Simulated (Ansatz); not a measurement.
We consider rock-salt LiI, described by PBE+SOC (plane waves, PAW; Ansatz, a program for electronic structure).

Numerical settings: plane-wave cutoff 520 eV, 10×10×10 k mesh, Fermi–Dirac smearing 0.01 eV, PAW data made under PBE.

Properties against volume:

```tsv
V (Å³/atom)	P (GPa)	direct gap at Γ (eV)
25.672	1.40	4.152
26.218	0.88	4.063
26.765	0.42	3.979
27.311	0.00	3.900
27.857	-0.37	3.826
28.403	-0.71	3.755
28.949	-1.01	3.689
```

A straight line through the gaps at Γ against ln V gives a volume deformation potential dE_g(Γ)/d ln V of -3.9 eV: the gap at Γ widens under compression.

Measured, for comparison: band gap 6.4 eV (temperature not stated, no zero-point or thermal correction, our sources range from 6.10 to 6.40; as tabulated in Aguado et al. (1998), arXiv:cond-mat/9809176).
